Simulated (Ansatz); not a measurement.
Runs of Ansatz 0.2.0 on SiO2. Symmetry: P4_32_12, No. 96, tetragonal system. Conventional cell: a = 4.976 Å, b = 4.976 Å, c = 6.901 Å, α = 90.00°, β = 90.00°, γ = 90.00°. Si (site symmetry 2) has 4 O at 1.61 Å as nearest neighbours. Around O (site symmetry 1) lie 2 Si at 1.61 Å. The cell comes from a database or a generator and needn't be the stable form of this composition.

| task | level | cell | cutoff (eV) | points for each segment of the path | gap on the mesh (eV) | pressure (GPa) | largest force (eV/Å) |
| --- | --- | --- | --- | --- | --- | --- | --- |
| band structure | LDA | as given | 420 | 10 | (a) | -1.6 | 0.09 |
| relaxation of cell and atoms | LDA | relaxed | 420 | - | (c) | 0.0 | - |
| band structure | r2SCAN | as given | 500 | 10 | 6.35 | 0.1 | 0.03 |
| band structure | PBEsol | as given | 420 | 10 | 5.67 | 2.4 | (b) |

Alike in all rows: potentials or basis Ansatz PAW; no spin polarisation; k mesh 6 × 6 × 4; smearing fermi-dirac 0.05 eV.

Question: Estimate the missing entries.

Answer: (a) 5.49; (b) 0.16; (c) 5.55.

Caveats: the PAW data sets come from PBE, with cores solved anew for the run's functional, which leaves a small shift of forces and pressure; the plane-wave basis is chosen anew once the cell has moved, so the energies of steps on either side of that aren't comparable (some runs).

A k mesh can miss the band edges.

Runs at the PBE level aren't shown here.
